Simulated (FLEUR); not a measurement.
# Pb (Fm-3m) in FLEUR: a series of runs

The runs below take Pb through band structure, equation of state, with LDA.

Program: FLEUR MaX-R8.1 (patched build s14). These are calculated values, not measurements. Logs are shortened: lines on timing, memory, paths and dates and some standing lists are left out, and cuts for length are marked.

**1. Starting point**

The structure is cubic, space group Fm-3m (No. 225). The conventional cell has a = 4.950 Å, b = 4.950 Å, c = 4.950 Å, α = 90.00°, β = 90.00°, γ = 90.00°. Pb (site symmetry m-3m) has 12 Pb at 3.50 Å as nearest neighbours.

**2. Band structure, LDA**

inp.xml reads:

```xml
<?xml version="1.0" encoding="UTF-8" standalone="no"?>
<fleurInput fleurInputVersion="0.39">
   <comment>
      Pb                                                                                                  
   </comment>
   <calculationSetup>
      <cutoffs Kmax="3.8" Gmax="11.8" GmaxXC="11.8" numbands="0"/>
      <scfLoop itmax="60" minDistance="0.00001" maxIterBroyd="15" imix="Anderson" alpha="0.05" precondParam="0.0" spinf="2.0"/>
      <coreElectrons ctail="T" frcor="F" kcrel="0" coretail_lmax="0"/>
      <xcFunctional name="vwn" relativisticCorrections="F"/>
      <magnetism jspins="1"/>
      <soc l_soc="F" theta="0.0" phi="0.0" spav="F"/>
      <expertModes spex="0" secvar="F"/>
      <geometryOptimization l_f="F" forcealpha="1.0" forcemix="BFGS" epsdisp="0.00001" epsforce="0.00001"/>
      <ldaU l_linMix="F" mixParam="0.05" spinf="1.0"/>
   </calculationSetup>
   <cell>
      <bzIntegration valenceElectrons="20.0" mode="hist" fermiSmearingEnergy="0.00183747">
         <kPointListSelection listName="default-1"/>
         <!-- k-points included here -->
         <xi:include xmlns:xi="http://www.w3.org/2001/XInclude" href="kpts.xml"> </xi:include>
      </bzIntegration>
      <!-- symmetry operations included here -->
      <xi:include xmlns:xi="http://www.w3.org/2001/XInclude" href="sym.xml"> </xi:include>
      <bulkLattice scale="1.0">
         <bravaisMatrix>
            <row-1>    0.0000000000000000     4.6771099529074922     4.6771099529074922</row-1>
            <row-2>    4.6771099529074922     0.0000000000000000     4.6771099529074922</row-2>
            <row-3>    4.6771099529074922     4.6771099529074922     0.0000000000000000</row-3>
         </bravaisMatrix>
      </bulkLattice>
   </cell>
   <atomSpecies>
      <species name="Lead (Pb)" element="Pb" atomicNumber="82">
         <mtSphere radius="2.66" gridPoints="879" logIncrement="0.015"/>
         <atomicCutoffs lmax="11" lnonsphr="8"/>
         <electronConfig flipSpins="F">
            <coreConfig>(1s1/2) (2s1/2) (2p1/2) (2p3/2) (3s1/2) (3p1/2) (3p3/2) (4s1/2) (3d3/2) (3d5/2) (4p1/2) (4p3/2) (4d3/2) (4d5/2) (4f5/2) (4f7/2) (5s1/2)</coreConfig>
            <valenceConfig>(5p1/2) (5p3/2) (6s1/2) (5d3/2) (5d5/2) (6p1/2) (6p3/2)</valenceConfig>
            <stateOccupation state="(6p1/2)" spinUp="0.333333" spinDown="0.333333"/>
            <stateOccupation state="(6p3/2)" spinUp="0.666667" spinDown="0.666667"/>
         </electronConfig>
         <energyParameters s="6" p="6" d="5" f="5"/>
         <lo type="SCLO" l="1" n="5" eDeriv="0"/>
         <lo type="SCLO" l="1" n="5" eDeriv="1"/>
         <lo type="SCLO" l="0" n="6" eDeriv="2"/>
         <lo type="SCLO" l="2" n="5" eDeriv="2"/>
         <lo type="SCLO" l="3" n="5" eDeriv="2"/>
      </species>
   </atomSpecies>
   <atomGroups>
      <atomGroup species="Lead (Pb)">
         <relPos label="                   1">.0000000000 .0000000000 .0000000000</relPos>
         <force calculate="T" relaxXYZ="TTT"/>
      </atomGroup>
   </atomGroups>
   <output dos="F" band="F" slice="F">
      <checks vchk="F" cdinf="F"/>
      <bandDOS minEnergy="-.5*Htr" maxEnergy="0.5*Htr" sigma="0.015" storeEVData="T"/>
      <vacuumDOS vacdos="F" integ="F" star="F" nstars="0" locx1="0.0" locy1="0.0" locx2="0.0" locy2="0.0" nstm="0" tworkf="0.0"/>
      <unfoldingBand unfoldBand="F" supercellX="1" supercellY="1" supercellZ="1"/>
      <plotting iplot="0" polar="F">
         <plot TwoD="T" vec1="  1.0  0.0  0.0" vec2="  0.0  1.0  0.0" vec3="  0.0  0.0  1.0" zero="  0.0  0.0  0.0" file="plot"/>
      </plotting>
      <chargeDensitySlicing numkpt="0" minEigenval="0.0" maxEigenval="0.0" nnne="0" pallst="F"/>
      <specialOutput eonly="F"/>
      <magneticCircularDichroism mcd="F" energyLo="-10.0" energyUp="0.0"/>
   </output>
  <!-- We include the file relax.xml here to enable relaxations (see documentation) -->
  <xi:include xmlns:xi="http://www.w3.org/2001/XInclude" href="relax.xml"> <xi:fallback/> </xi:include>
</fleurInput>
```

crystal.txt reads:

```
Pb
&input cartesian=F /
0.0000000000  2.4750200000  2.4750200000
2.4750200000  0.0000000000  2.4750200000
2.4750200000  2.4750200000  0.0000000000
1.8897261246
1.0 1.0 1.0

1
82 0.0000000000  0.0000000000  0.0000000000

&kpt div1=9 div2=9 div3=9 gamma=T /
```

inp.xml (bands) reads:

```
<?xml version="1.0" encoding="UTF-8" standalone="no"?>
<fleurInput fleurInputVersion="0.39">
   <comment>
      Pb                                                                                                  
   </comment>
   <calculationSetup>
      <cutoffs Kmax="3.8" Gmax="11.8" GmaxXC="11.8" numbands="0"/>
      <scfLoop itmax="60" minDistance="0.00001" maxIterBroyd="15" imix="Anderson" alpha="0.05" precondParam="0.0" spinf="2.0"/>
      <coreElectrons ctail="T" frcor="F" kcrel="0" coretail_lmax="0"/>
      <xcFunctional name="vwn" relativisticCorrections="F"/>
      <magnetism jspins="1"/>
      <soc l_soc="F" theta="0.0" phi="0.0" spav="F"/>
      <expertModes spex="0" secvar="F"/>
      <geometryOptimization l_f="F" forcealpha="1.0" forcemix="BFGS" epsdisp="0.00001" epsforce="0.00001"/>
      <ldaU l_linMix="F" mixParam="0.05" spinf="1.0"/>
   </calculationSetup>
   <cell>
      <bzIntegration valenceElectrons="20.0" mode="hist" fermiSmearingEnergy="0.00183747">
         <kPointListSelection listName="path-1"/>
         <!-- k-points included here -->
         <xi:include xmlns:xi="http://www.w3.org/2001/XInclude" href="kpts.xml"> </xi:include>
      </bzIntegration>
      <!-- symmetry operations included here -->
      <xi:include xmlns:xi="http://www.w3.org/2001/XInclude" href="sym.xml"> </xi:include>
      <bulkLattice scale="1.0">
         <bravaisMatrix>
            <row-1>    0.0000000000000000     4.6771099529074922     4.6771099529074922</row-1>
            <row-2>    4.6771099529074922     0.0000000000000000     4.6771099529074922</row-2>
            <row-3>    4.6771099529074922     4.6771099529074922     0.0000000000000000</row-3>
         </bravaisMatrix>
      </bulkLattice>
   </cell>
   <atomSpecies>
      <species name="Lead (Pb)" element="Pb" atomicNumber="82">
         <mtSphere radius="2.66" gridPoints="879" logIncrement="0.015"/>
         <atomicCutoffs lmax="11" lnonsphr="8"/>
         <electronConfig flipSpins="F">
            <coreConfig>(1s1/2) (2s1/2) (2p1/2) (2p3/2) (3s1/2) (3p1/2) (3p3/2) (4s1/2) (3d3/2) (3d5/2) (4p1/2) (4p3/2) (4d3/2) (4d5/2) (4f5/2) (4f7/2) (5s1/2)</coreConfig>
            <valenceConfig>(5p1/2) (5p3/2) (6s1/2) (5d3/2) (5d5/2) (6p1/2) (6p3/2)</valenceConfig>
            <stateOccupation state="(6p1/2)" spinUp="0.333333" spinDown="0.333333"/>
            <stateOccupation state="(6p3/2)" spinUp="0.666667" spinDown="0.666667"/>
         </electronConfig>
         <energyParameters s="6" p="6" d="5" f="5"/>
         <lo type="SCLO" l="1" n="5" eDeriv="0"/>
         <lo type="SCLO" l="1" n="5" eDeriv="1"/>
         <lo type="SCLO" l="0" n="6" eDeriv="2"/>
         <lo type="SCLO" l="2" n="5" eDeriv="2"/>
         <lo type="SCLO" l="3" n="5" eDeriv="2"/>
      </species>
   </atomSpecies>
   <atomGroups>
      <atomGroup species="Lead (Pb)">
         <relPos label="                   1">.0000000000 .0000000000 .0000000000</relPos>
         <force calculate="T" relaxXYZ="TTT"/>
      </atomGroup>
   </atomGroups>
   <output dos="F" band="T" slice="F">
      <checks vchk="F" cdinf="F"/>
      <bandDOS minEnergy="-.5*Htr" maxEnergy="0.5*Htr" sigma="0.015" storeEVData="T"/>
      <vacuumDOS vacdos="F" integ="F" star="F" nstars="0" locx1="0.0" locy1="0.0" locx2="0.0" locy2="0.0" nstm="0" tworkf="0.0"/>
      <unfoldingBand unfoldBand="F" supercellX="1" supercellY="1" supercellZ="1"/>
      <plotting iplot="0" polar="F">
         <plot TwoD="T" vec1="  1.0  0.0  0.0" vec2="  0.0  1.0  0.0" vec3="  0.0  0.0  1.0" zero="  0.0  0.0  0.0" file="plot"/>
      </plotting>
      <chargeDensitySlicing numkpt="0" minEigenval="0.0" maxEigenval="0.0" nnne="0" pallst="F"/>
      <specialOutput eonly="F"/>
      <magneticCircularDichroism mcd="F" energyLo="-10.0" energyUp="0.0"/>
   </output>
  <!-- We include the file relax.xml here to enable relaxations (see documentation) -->
  <xi:include xmlns:xi="http://www.w3.org/2001/XInclude" href="relax.xml"> <xi:fallback/> </xi:include>
</fleurInput>
```

Potentials or basis: all-electron, FLAPW.

On the command line:

```bash
inpgen -f crystal.txt -profile fastHighL
# inp.xml edited to the form shown
fleur
fleur   # second run, on inp.xml (bands)
```

Standard output:

```text
Welcome to FLEUR        (www.flapw.de)
      MaX-Release 8.1          (www.max-centre.eu)

 ========== k-point set info ==========
 Selected k-point list: default-1
 k-point list type: mesh
 9 x 9 x 9
 Number of k points: 35

 ------------Calculation Setup---------------------------
 Number of OMP-threads    :            1
 Number of basis functions:          233
 Approximate size of matrices (H+S) per k-point:         0.001 GB
 --------------------------------------------------------
 Iteration:     1   Distance:      11.17189058 me/bohr^3
 Iteration:     2   Distance:      10.51420457 me/bohr^3
 Iteration:     3   Distance:       3.28444459 me/bohr^3
 Iteration:     4   Distance:       0.23367785 me/bohr^3
 Iteration:     5   Distance:       0.22866695 me/bohr^3
 Iteration:     6   Distance:       0.05030831 me/bohr^3
 Iteration:     7   Distance:       0.00241539 me/bohr^3
 Iteration:     8   Distance:       0.00211296 me/bohr^3
 Iteration:     9   Distance:       0.00014516 me/bohr^3
 Iteration:    10   Distance:       0.00003279 me/bohr^3
 Iteration:    11   Distance:       0.00001440 me/bohr^3
 Iteration:    12   Distance:       0.00000069 me/bohr^3

 ********************************************************************
 Run finished successfully
 Stop message:
   all done
 ********************************************************************
```

output (bands):

```text
Welcome to FLEUR        (www.flapw.de)
      MaX-Release 8.1          (www.max-centre.eu)

 ========== k-point set info ==========
 Selected k-point list: path-1
 k-point list type: path
 Number of k points: 60

 ------------Calculation Setup---------------------------
 Number of OMP-threads    :            1
 Number of basis functions:          235
 Approximate size of matrices (H+S) per k-point:         0.001 GB
 --------------------------------------------------------
 Fermi energy correction for metals:
 Fermi energy in bands.* files may not be consistent with last density.
 Please correct it manually (e.g. in band.gnu file).

 Note: Band structure data (together with different weights) is also stored in the banddos.hdf file.
       A convenient way of extracting and plotting the data from that file is by making use of the

 ********************************************************************
 Run finished successfully
 Stop message:
   Charge density postprocessing done.
 ********************************************************************
```

out.xml (last iteration):

```text
<iteration numberForCurrentRun="   12" overallNumber="   12">
         <energyParameters units="Htr">
            <atomicEP atomType="1" spin="1" branch="6s" branchLowest="-4.86" branchHighest="0.57" value="-0.0565798400"/>
            <atomicEP atomType="1" spin="1" branch="6p" branchLowest="-2.71" branchHighest="1.41" value="0.2236120937"/>
            <atomicEP atomType="1" spin="1" branch="5d" branchLowest="-14.30" branchHighest="-0.28" value="-0.3116377076"/>
            <atomicEP atomType="1" spin="1" branch="5f" branchLowest="-4.46" branchHighest="1.87" value="0.5619518587"/>
            <loAtomicEP atomType="1" spin="1" branch="5p" branchLowest="-23.21" branchHighest="-2.71" value="-2.7165787441"/>
            <loAtomicEP atomType="1" spin="1" branch="5p" branchLowest="-23.21" branchHighest="-2.71" value="-2.7165787441"/>
            <loAtomicEP atomType="1" spin="1" branch="6s" branchLowest="-4.86" branchHighest="0.57" value="-0.0565798400"/>
            <loAtomicEP atomType="1" spin="1" branch="5d" branchLowest="-14.30" branchHighest="-0.28" value="-0.3496946764"/>
            <loAtomicEP atomType="1" spin="1" branch="5f" branchLowest="-4.46" branchHighest="1.87" value="0.5619306435"/>
         </energyParameters>
         <eigenvalues>
            <eigenvaluesAt spin="1" ikpt="1" k_x="0.00000000" k_y="0.00000000" k_z="0.00000000">
                      -2.7155788060       -2.7155788060       -2.7155788060       -0.3509709301       -0.3509709301
                      -0.3509709301       -0.3456978399       -0.3456978399       -0.1610598208        0.5422727155
                       0.5422727155        0.5422727155        0.6341792653        0.6918969516        0.7342943657
                       0.7342943657
            </eigenvaluesAt>
            <eigenvaluesAt spin="1" ikpt="2" k_x="0.00000000" k_y="0.00000000" k_z="0.11111111">
                      -2.7155922839       -2.7155806608       -2.7155806608       -0.3509846101       -0.3503483978
                      -0.3503483978       -0.3456979087       -0.3456979087       -0.1523462494        0.4566528784
                       0.5321003751        0.5321003751        0.6197922830        0.7273429960        0.7523527180
                       0.7523527180
[... 10 lines left out ...]
                       0.4892170129        0.4892170129        0.6038531001        0.6631175490        0.7058003346
                       0.7058003346
            </eigenvaluesAt>
         </eigenvalues>
         <bandgap value="0.0686343466" units="eV"/>
         <sumValenceSingleParticleEnergies value="-19.4344849827" units="Htr"/>
         <FermiEnergy value="0.2672308314" units="Htr"/>
         <valenceDensity>
            <mtCharges spin="1">
               <mtCharge atomType="1" total="18.0313316" s="1.4239849" p="6.7775057" d="9.8205807" f="0.0082908"/>
            </mtCharges>
            <spinDependentCharge spin="1" total="20.0000000" interstitial="1.9686684" mtSpheres="18.0313316"/>
            <totalCharge value="20.0000000000"/>
         </valenceDensity>
         <coreStates atomType="     1" atomicNumber=" 82" spin="1" kinEnergy="  24086.3110737302" eigValSum=" -12915.0152508361" lostElectrons=" 0.000046">
            <state n="1" l="0" j="0.5" energy="-3230.3524028694" weight="1.0000000000"/>
            <state n="2" l="0" j="0.5" energy="-576.9958336137" weight="1.0000000000"/>
            <state n="2" l="1" j="0.5" energy="-554.1977389332" weight="1.0000000000"/>
            <state n="2" l="1" j="1.5" energy="-473.8005613665" weight="2.0000000000"/>
            <state n="3" l="0" j="0.5" energy="-138.1600673604" weight="1.0000000000"/>
            <state n="3" l="1" j="0.5" energy="-127.8599173211" weight="1.0000000000"/>
[... 9 lines left out ...]
            <state n="4" l="3" j="3.5" energy="-4.3795770482" weight="4.0000000000"/>
            <state n="5" l="0" j="0.5" energy="-4.8628321489" weight="1.0000000000"/>
         </coreStates>
         <allElectronCharges>
            <spinDependentCharge spin="1" total="82.0000000" interstitial="1.9687140" mtSpheres="80.0312860"/>
            <totalCharge value="82.0000000008"/>
         </allElectronCharges>
         <totalEnergy                                    value="   -20917.0491771157" units="Htr">
            <sumOfEigenvalues                            value="   -12934.4497358188">
               <coreElectrons value="-12915.0152508361"/>
               <valenceElectrons value="-19.4344849827"/>
            </sumOfEigenvalues>
            <densityCoulombPotentialIntegral value="-36777.1522886788"/>
            <densityEffectivePotentialIntegral value="-37280.3235594684"/>
            <chargeDenXCDenIntegral value="-378.9800568886"/>
            <FockExchangeEnergyValence value="0.0000000000"/>
            <FockExchangeEnergyCore value="0.0000000000"/>
            <atomTypeDependentContributions atomType="1">
               <electronNucleiInteractionDifferentMTs value="26455.1817331428"/>
               <MadelungTerm value="-40.1850663945"/>
            </atomTypeDependentContributions>
            <tkbTimesEntropy value="0.0001173677"/>
            <freeEnergy value="-20917.0492944834"/>
            <extrapolationTo0K value="-20917.0492357996"/>
         </totalEnergy>
         <densityConvergence units="me/bohr^3">
            <chargeDensity spin="1" distance="0.0000006863"/>
         </densityConvergence>
      </iteration>
```

Run time: 7 s. Hardware: 1 thread of INTEL XEON PLATINUM 8581C at 2.30GHz (Emerald Rapids), shared host; peak memory 0.04 GiB.

What came out:

* Free energy: -569181.9075 eV
* Band gap along the path: none (metal or under the smearing width)
* Valence electrons inside the program's atomic spheres: Pb 18.03 (radii Pb 2.66 bohr)

Levels at the corners of the path, in eV from the Fermi level:
| point | band 8 | band 9 | band 10 | band 11 | band 12 | band 13 |
| --- | --- | --- | --- | --- | --- | --- |
| Γ | -16.68 | -11.65 | 7.48 | 7.48 | 7.48 | 9.99 |
| X | -16.51 | -6.67 | -3.12 | 2.16 | 2.16 | 5.62 |
| W | -16.51 | -6.57 | -1.23 | -1.23 | 0.43 | 11.03 |
| K | -16.55 | -6.75 | -2.13 | -1.07 | 3.08 | 6.71 |
| Γ | -16.68 | -11.65 | 7.48 | 7.48 | 7.48 | 9.99 |
| L | -16.54 | -8.06 | -4.05 | 5.66 | 5.66 | 9.46 |
| U | -16.55 | -6.75 | -2.13 | -1.07 | 3.08 | 6.71 |
| W | -16.51 | -6.57 | -1.23 | -1.23 | 0.43 | 11.03 |
| L | -16.54 | -8.06 | -4.05 | 5.66 | 5.66 | 9.46 |
| K | -16.55 | -6.75 | -2.13 | -1.07 | 3.08 | 6.71 |
| U | -16.55 | -6.75 | -2.13 | -1.07 | 3.08 | 6.71 |
| X | -16.51 | -6.67 | -3.12 | 2.16 | 2.16 | 5.62 |

Core levels (eV from the Fermi level):
```tsv
atom	levels
1 Pb	1s1/2 -87909.6, 2s1/2 -15708.1, 2p1/2 -15087.8, 2p3/2 -12900.0, 3s1/2 -3766.8, 3p1/2 -3486.5, 3p3/2 -2998.5, 4s1/2 -848.8, 3d3/2 -2536.7, 3d5/2 -2432.8, 4p1/2 -727.6, 4p3/2 -607.8, 4d3/2 -410.1, 4d5/2 -387.8, 4f5/2 -131.5, 4f7/2 -126.4, 5s1/2 -139.6
```

Caveat: spin-orbit coupling is left out, which moves the levels of the heavy elements.

**3. Equation of state, LDA, 28.50 Å³/atom (volume scaled by 0.94)**

Changes to inp.xml since step 2:

```diff
@@ -24,3 +24,3 @@
       <xi:include xmlns:xi="http://www.w3.org/2001/XInclude" href="sym.xml"> </xi:include>
-      <bulkLattice scale="1.0">
+      <bulkLattice scale="0.9795861087">
          <bravaisMatrix>
```

Potentials or basis: all-electron, FLAPW.

On the command line:

```bash
inpgen -f crystal.txt -profile fastHighL
# inp.xml edited to the form shown
fleur
```

Run time: 6 s. Hardware: 1 thread of INTEL XEON PLATINUM 8581C at 2.30GHz (Emerald Rapids), shared host; peak memory 0.09 GiB.

The run converged. Its results:

- Free energy: -569181.9157 eV
- Band gap on the k mesh: none (metal or under the smearing width)
- Valence electrons inside the program's atomic spheres: Pb 18.07 (radii Pb 2.66 bohr)

**4. Equation of state, LDA, 29.11 Å³/atom (volume scaled by 0.96)**

Changes to inp.xml since step 3:

```diff
@@ -24,3 +24,3 @@
       <xi:include xmlns:xi="http://www.w3.org/2001/XInclude" href="sym.xml"> </xi:include>
-      <bulkLattice scale="0.9795861087">
+      <bulkLattice scale="0.9864848297">
          <bravaisMatrix>
```

On the command line:

```bash
inpgen -f crystal.txt -profile fastHighL
# inp.xml edited to the form shown
fleur
```

Run time: 5.9 s. Hardware: 1 thread of INTEL XEON PLATINUM 8581C at 2.30GHz (Emerald Rapids), shared host; peak memory 0.09 GiB.

It converged, with:

```
Free energy                                           : -569181.9171 eV
Band gap on the k mesh                                : none (metal or under the smearing width)
Valence electrons inside the program's atomic spheres : Pb 18.06 (radii Pb 2.66 bohr)
```

[end of part 1 of 2]
